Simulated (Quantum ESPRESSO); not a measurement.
# Ti (Im-3m) in Quantum ESPRESSO: notebook

One crystal, Ti, is run at these levels: rev-vdW-DF2; tasks: single point, equation of state.

All numbers are computed with Quantum ESPRESSO 7.5; they aren't measurements. Logs are shortened: lines on timing, memory, paths and dates and some standing lists are left out, and cuts for length are marked.

## Step 1: Starting point

The structure is cubic, space group Im-3m (No. 229). Conventional cell: a = 3.282 Å, b = 3.282 Å, c = 3.282 Å, α = 90.00°, β = 90.00°, γ = 90.00°. Around Ti (site symmetry m-3m) lie 8 Ti at 2.84 Å.

This isn't the form of Ti at room conditions, which is hcp.

## Step 2: Single point, rev-vdW-DF2, 16.62 Å³/atom

File pw.in:

```
&CONTROL
  calculation = 'scf'
  prefix = 'pwscf'
  outdir = './tmp'
  pseudo_dir = './pseudo'
  tprnfor = .true.
  tstress = .true.
  disk_io = 'nowf'
/
&SYSTEM
  ibrav = 0
  nat = 1
  ntyp = 1
  ecutwfc = 84
  nbnd = 12
  input_dft = 'vdw-df2-b86r'
  occupations = 'smearing'
  smearing = 'fd'
  degauss = 0.00367493
/
&ELECTRONS
  conv_thr = 2d-10
  electron_maxstep = 120
  mixing_beta = 0.5
/
ATOMIC_SPECIES
Ti    47.8670 Ti.upf
CELL_PARAMETERS angstrom
  -1.6075008044    1.6075008044    1.6075008044
   1.6075008044   -1.6075008044    1.6075008044
   1.6075008044    1.6075008044   -1.6075008044
ATOMIC_POSITIONS crystal
Ti     0.0000000000    0.0000000000    0.0000000000
K_POINTS automatic
11 11 11 0 0 0
```

Potentials or basis: PseudoDojo 0.4.1 SR PBE standard.

Started as:

```sh
OMP_NUM_THREADS=1 pw.x -in pw.in > pw.out
```

pw.out:

```text
This program is part of the open-source Quantum ESPRESSO suite
     for quantum simulation of materials; please cite
         "P. Giannozzi et al., J. Phys.:Condens. Matter 21 395502 (2009);
         "P. Giannozzi et al., J. Phys.:Condens. Matter 29 465901 (2017);
         "P. Giannozzi et al., J. Chem. Phys. 152 154105 (2020);
     in publications or presentations arising from this work. More details at

     IMPORTANT: XC functional enforced from input :
     Exchange-correlation= VDW-DF2-B86R
                           (   1   4  26   0   2   0   0)
     Any further DFT definition will be discarded
     Please, verify this is what you really want

     Message from routine setup:
     using ibrav=0 with symmetry is DISCOURAGED, use correct ibrav instead

     G-vector sticks info
     --------------------
     sticks:   dense  smooth     PW     G-vecs:    dense   smooth      PW
     Sum         709     709    219                11849    11849    2093

     Using Slab Decomposition

     bravais-lattice index     =            0
     lattice parameter (alat)  =       5.2615  a.u.
     unit-cell volume          =     112.1270 (a.u.)^3
     number of atoms/cell      =            1
     number of atomic types    =            1
     number of electrons       =        12.00
     number of Kohn-Sham states=           12
     kinetic-energy cutoff     =      84.0000  Ry
     charge density cutoff     =     336.0000  Ry
     scf convergence threshold =      2.0E-10
     mixing beta               =       0.5000
     number of iterations used =            8  plain     mixing
     Exchange-correlation= VDW-DF2-B86R
                           (   1   4  26   0   2   0   0)

     celldm(1)=   5.261514  celldm(2)=   0.000000  celldm(3)=   0.000000
     celldm(4)=   0.000000  celldm(5)=   0.000000  celldm(6)=   0.000000

     crystal axes: (cart. coord. in units of alat)
               a(1) = (  -0.577350   0.577350   0.577350 )
               a(2) = (   0.577350  -0.577350   0.577350 )
               a(3) = (   0.577350   0.577350  -0.577350 )

     reciprocal axes: (cart. coord. in units 2 pi/alat)
               b(1) = ( -0.000000  0.866025  0.866025 )
               b(2) = (  0.866025 -0.000000  0.866025 )
               b(3) = (  0.866025  0.866025  0.000000 )

     PseudoPot. # 1 for Ti read from file:
     Ti.upf
     Pseudo is Norm-conserving + core correction, Zval = 12.0
     Generated using ONCVPSP code by D. R. Hamann
     Using radial grid of 1586 points,  6 beta functions with:
                l(1) =   0
                l(2) =   0
                l(3) =   1
                l(4) =   1
                l(5) =   2
                l(6) =   2

     atomic species   valence    mass     pseudopotential
     Ti               12.00    47.86700     Ti( 1.00)

     48 Sym. Ops., with inversion, found

   Cartesian axes

     site n.     atom                  positions (alat units)
         1        Ti     tau(   1) = (   0.0000000   0.0000000   0.0000000  )

     number of k points=    56  Fermi-Dirac smearing, width (Ry)=  0.0037
                       cart. coord. in units 2pi/alat
        k(    1) = (   0.0000000   0.0000000   0.0000000), wk =   0.0015026
        k(    2) = (   0.0787296   0.0787296   0.0000000), wk =   0.0180316
        k(    3) = (   0.1574592   0.1574592   0.0000000), wk =   0.0180316
        k(    4) = (   0.2361887   0.2361887   0.0000000), wk =   0.0180316
        k(    5) = (   0.3149183   0.3149183   0.0000000), wk =   0.0180316
        k(    6) = (   0.3936479   0.3936479   0.0000000), wk =   0.0180316
[... 48 lines left out ...]
        k(   55) = (  -0.7872958  -0.0787296  -0.0787296), wk =   0.0120210
        k(   56) = (  -0.0000000  -0.0000000   0.7872958), wk =   0.0090158

     Dense  grid:    11849 G-vectors     FFT dimensions: (  32,  32,  32)

     Initial potential from superposition of free atoms

     starting charge      11.9984, renormalised to      12.0000

     %%%%%%%%%%%%%%%%%%%%%%%%%%%%%%%%%%%%%%%%%%%%%%%%%%%%%%%%%%%%%%%%%%%%%%%%
     %                                                                      %
     % You are using vdW-DF, which was implemented by the Thonhauser group. %
     % Please cite the following two papers that made this development      %
     % possible and the two reviews that describe the various versions:     %
     %                                                                      %
     %   T. Thonhauser et al., PRL 115, 136402 (2015).                      %
     %   T. Thonhauser et al., PRB 76, 125112 (2007).                       %
     %   K. Berland et al., Rep. Prog. Phys. 78, 066501 (2015).             %
     %   D.C. Langreth et al., J. Phys.: Condens. Matter 21, 084203 (2009). %
     %                                                                      %
     % If you are calculating stress with vdW-DF, please also cite:         %
     %                                                                      %
     %   R. Sabatini et al., J. Phys.: Condens. Matter 24, 424209 (2012).   %
     %                                                                      %
     %%%%%%%%%%%%%%%%%%%%%%%%%%%%%%%%%%%%%%%%%%%%%%%%%%%%%%%%%%%%%%%%%%%%%%%%

     %%%%%%%%%%%%%%%%%%%%%%%%%%%%%%%%%%%%%%%%%%%%%%%%%%%%%%%%%%%%%%%%%%%%%%%%
     %                                                                      %
     %  vdW-DF NEWS:                                                        %
     %                                                                      %
     %  * vdW-DF3 is now available. DOI: 10.1021/acs.jctc.0c00471           %
     %    use with input_dft = 'vdW-DF3-opt1' or 'vdW-DF3-opt2'             %
     %                                                                      %
     %  * Unscreened and range-separated hybrid vdW-DF-cx functionals       %
     %    DOI: 10.1063/1.4986522 and 10.1088/1361-648X/ac2ad2               %
     %    use with input_dft = 'vdW-DF-cx0'    and 'vdW-DF-ahcx'            %
     %  * Unscreened and range-separated hybrid vdW-DF2-b86r functionals    %
     %    DOI: 10.1063/1.4986522 and DOI: 10.1103/PhysRevX.12.041003        %
     %    use with input_dft = 'vdW-DF2-br0' and 'vdW-DF2-ahbr'             %
     %                                                                      %
     %%%%%%%%%%%%%%%%%%%%%%%%%%%%%%%%%%%%%%%%%%%%%%%%%%%%%%%%%%%%%%%%%%%%%%%%

     Starting wfcs are   10 randomized atomic wfcs +    2 random wfcs

     Self-consistent Calculation

     iteration #  1     ecut=    84.00 Ry     beta= 0.50
     Davidson diagonalization with overlap
     ethr =  1.00E-02,  avg # of iterations =  3.4

     Threshold (ethr) on eigenvalues was too large:
     Diagonalizing with lowered threshold

     Davidson diagonalization with overlap
     ethr =  2.76E-04,  avg # of iterations =  1.4

     total energy              =    -118.72779405 Ry
     estimated scf accuracy    <       0.03523943 Ry
[... 36 lines left out ...]
     iteration #  7     ecut=    84.00 Ry     beta= 0.50
     Davidson diagonalization with overlap
     ethr =  7.50E-10,  avg # of iterations =  2.0

     End of self-consistent calculation

          k = 0.0000 0.0000 0.0000 (  1481 PWs)   bands (ev):

   -42.5658 -18.4021 -18.4021 -18.4021   7.7847  14.8045  14.8045  14.8045
    16.6789  16.6789  31.5928  31.5928
[... 273 lines left out ...]
   -42.2990 -18.9391 -18.9267 -18.9267  11.5915  11.5958  17.6652  17.6652
    17.8738  21.9880  22.9759  22.9759

     the Fermi energy is    13.7692 ev

!    total energy              =    -118.73689848 Ry
     estimated scf accuracy    <          1.1E-10 Ry
     smearing contrib. (-TS)   =      -0.00140540 Ry
     internal energy E=F+TS    =    -118.73549308 Ry

     The total energy is F=E-TS. E is the sum of the following terms:
     one-electron contribution =     -38.59392034 Ry
     hartree contribution      =      23.63391826 Ry
     xc contribution           =     -17.51888889 Ry
     ewald contribution        =     -86.25660211 Ry

     convergence has been achieved in   7 iterations

     Forces acting on atoms (cartesian axes, Ry/au):

     atom    1 type  1   force =     0.00000000    0.00000000    0.00000000

     Total force =     0.000000     Total SCF correction =     0.000000

     Computing stress (Cartesian axis) and pressure

          total   stress  (Ry/bohr**3)                   (kbar)     P=       12.05
   0.00008191   0.00000000   0.00000000           12.05        0.00        0.00
   0.00000000   0.00008191   0.00000000            0.00       12.05        0.00
   0.00000000   0.00000000   0.00008191            0.00        0.00       12.05

=------------------------------------------------------------------------------=
   JOB DONE.
=------------------------------------------------------------------------------=
```

Wall time 2 min (1 thread of AMD EPYC 7R43 (Zen 3), shared host); peak memory 0.08 GiB.

What came out:

| Property | Result |
| --- | --- |
| Free energy | -1615.4978 eV |
| Pressure | 1.2 GPa |
| Band gap on the k mesh | none (metal or under the smearing width) |

Caveat: the potentials were made for another functional, which shifts forces and pressure.

## Step 3: Single point, rev-vdW-DF2, 16.97 Å³/atom

pw.in: that of step 2 with these lines changed.

```diff
@@ -28,5 +28,5 @@
 CELL_PARAMETERS angstrom
-  -1.6075008044    1.6075008044    1.6075008044
-   1.6075008044   -1.6075008044    1.6075008044
-   1.6075008044    1.6075008044   -1.6075008044
+  -1.6188216056    1.6188216056    1.6188216056
+   1.6188216056   -1.6188216056    1.6188216056
+   1.6188216056    1.6188216056   -1.6188216056
 ATOMIC_POSITIONS crystal
```

Potentials or basis: PseudoDojo 0.4.1 SR PBE standard.

Started as:

```sh
OMP_NUM_THREADS=1 pw.x -in pw.in > pw.out
```

Run time: 2.1 min. Hardware: 1 thread of AMD EPYC 7R43 (Zen 3), shared host; peak memory 0.08 GiB.

Results (log left out):

```yaml
Free_energy: -1615.4979 eV
Pressure: -1.1 GPa
Band_gap_on_the_k_mesh: none (metal or under the smearing width)
```

Caveat: the potentials were made for another functional, which shifts forces and pressure.

## Step 4: Single point, rev-vdW-DF2, 17.32 Å³/atom

pw.in: that of step 3 with these lines changed.

```diff
@@ -28,5 +28,5 @@
 CELL_PARAMETERS angstrom
-  -1.6188216056    1.6188216056    1.6188216056
-   1.6188216056   -1.6188216056    1.6188216056
-   1.6188216056    1.6188216056   -1.6188216056
+  -1.6299862453    1.6299862453    1.6299862453
+   1.6299862453   -1.6299862453    1.6299862453
+   1.6299862453    1.6299862453   -1.6299862453
 ATOMIC_POSITIONS crystal
```

Started as:

```sh
OMP_NUM_THREADS=1 pw.x -in pw.in > pw.out
```

Wall time 2.1 min (1 thread of AMD EPYC 7R43 (Zen 3), shared host); peak memory 0.08 GiB.

It converged, with:

```yaml
Free_energy: -1615.4931 eV
Pressure: -3.2 GPa
Band_gap_on_the_k_mesh: none (metal or under the smearing width)
```

Caveat: the potentials were made for another functional, which shifts forces and pressure.

## Step 5: Single point, rev-vdW-DF2, 17.68 Å³/atom

pw.in: that of step 4 with these lines changed.

```diff
@@ -28,5 +28,5 @@
 CELL_PARAMETERS angstrom
-  -1.6299862453    1.6299862453    1.6299862453
-   1.6299862453   -1.6299862453    1.6299862453
-   1.6299862453    1.6299862453   -1.6299862453
+  -1.6410000000    1.6410000000    1.6410000000
+   1.6410000000   -1.6410000000    1.6410000000
+   1.6410000000    1.6410000000   -1.6410000000
 ATOMIC_POSITIONS crystal
```

Started as:

```sh
OMP_NUM_THREADS=1 pw.x -in pw.in > pw.out
```

It took 2.1 min on 1 thread of AMD EPYC 7R43 (Zen 3), shared host; peak memory 0.08 GiB.

Results (log left out):

```yaml
Free_energy: -1615.4839 eV
Pressure: -5.1 GPa
Band_gap_on_the_k_mesh: none (metal or under the smearing width)
```

Caveat: the potentials were made for another functional, which shifts forces and pressure.

## Step 6: Single point, rev-vdW-DF2, 18.03 Å³/atom

pw.in: that of step 5 with these lines changed.

```diff
@@ -28,5 +28,5 @@
 CELL_PARAMETERS angstrom
-  -1.6410000000    1.6410000000    1.6410000000
-   1.6410000000   -1.6410000000    1.6410000000
-   1.6410000000    1.6410000000   -1.6410000000
+  -1.6518678664    1.6518678664    1.6518678664
+   1.6518678664   -1.6518678664    1.6518678664
+   1.6518678664    1.6518678664   -1.6518678664
 ATOMIC_POSITIONS crystal
```

Potentials or basis: PseudoDojo 0.4.1 SR PBE standard.

Started as:

```sh
OMP_NUM_THREADS=1 pw.x -in pw.in > pw.out
```

It took 2.2 min on 1 thread of AMD EPYC 7R43 (Zen 3), shared host; peak memory 0.08 GiB.

It converged, with:

* Free energy: -1615.4706 eV
* Pressure: -6.9 GPa
* Band gap on the k mesh: none (metal or under the smearing width)

Caveat: the potentials were made for another functional, which shifts forces and pressure.

## Step 7: Single point, rev-vdW-DF2, 18.38 Å³/atom

pw.in: that of step 6 with these lines changed.

```diff
@@ -28,5 +28,5 @@
 CELL_PARAMETERS angstrom
-  -1.6518678664    1.6518678664    1.6518678664
-   1.6518678664   -1.6518678664    1.6518678664
-   1.6518678664    1.6518678664   -1.6518678664
+  -1.6625945817    1.6625945817    1.6625945817
+   1.6625945817   -1.6625945817    1.6625945817
+   1.6625945817    1.6625945817   -1.6625945817
 ATOMIC_POSITIONS crystal
```

Started as:

```sh
OMP_NUM_THREADS=1 pw.x -in pw.in > pw.out
```

It took 2.1 min on 1 thread of AMD EPYC 7R43 (Zen 3), shared host; peak memory 0.08 GiB.

The run converged. Its results:

```
Free energy            : -1615.4537 eV
Pressure               : -8.5 GPa
Band gap on the k mesh : none (metal or under the smearing width)
```

Caveat: the potentials were made for another functional, which shifts forces and pressure.

## Step 8: Single point, rev-vdW-DF2, 18.74 Å³/atom

pw.in: that of step 7 with these lines changed.

```diff
@@ -28,5 +28,5 @@
 CELL_PARAMETERS angstrom
-  -1.6625945817    1.6625945817    1.6625945817
-   1.6625945817   -1.6625945817    1.6625945817
-   1.6625945817    1.6625945817   -1.6625945817
+  -1.6731846416    1.6731846416    1.6731846416
+   1.6731846416   -1.6731846416    1.6731846416
+   1.6731846416    1.6731846416   -1.6731846416
 ATOMIC_POSITIONS crystal
```

Started as:

```sh
OMP_NUM_THREADS=1 pw.x -in pw.in > pw.out
```

Wall time 2.2 min (1 thread of AMD EPYC 7R43 (Zen 3), shared host); peak memory 0.08 GiB.

Results (log left out):

- Free energy: -1615.4334 eV
- Pressure: -9.9 GPa
- Band gap on the k mesh: none (metal or under the smearing width)

Caveat: the potentials were made for another functional, which shifts forces and pressure.

## Step 9: Equation of state, rev-vdW-DF2

Potentials or basis: PseudoDojo 0.4.1 SR PBE standard.

No new run: the results of the series are fitted here.

Results:

```yaml
Equilibrium_volume: 16.80 Å³/atom
Bulk_modulus: 110 GPa
Pressure_derivative_of_the_bulk_modulus: 3.6
```

Energy against volume, from the lowest point:
```
volume (Å³/atom)  energy (meV/atom)
          16.616               0.10
          16.969               0.00
          17.323               4.79
          17.676              14.03
          18.030              27.30
          18.383              44.24
          18.737              64.52
```

Caveat: the potentials were made for another functional, which shifts forces and pressure.
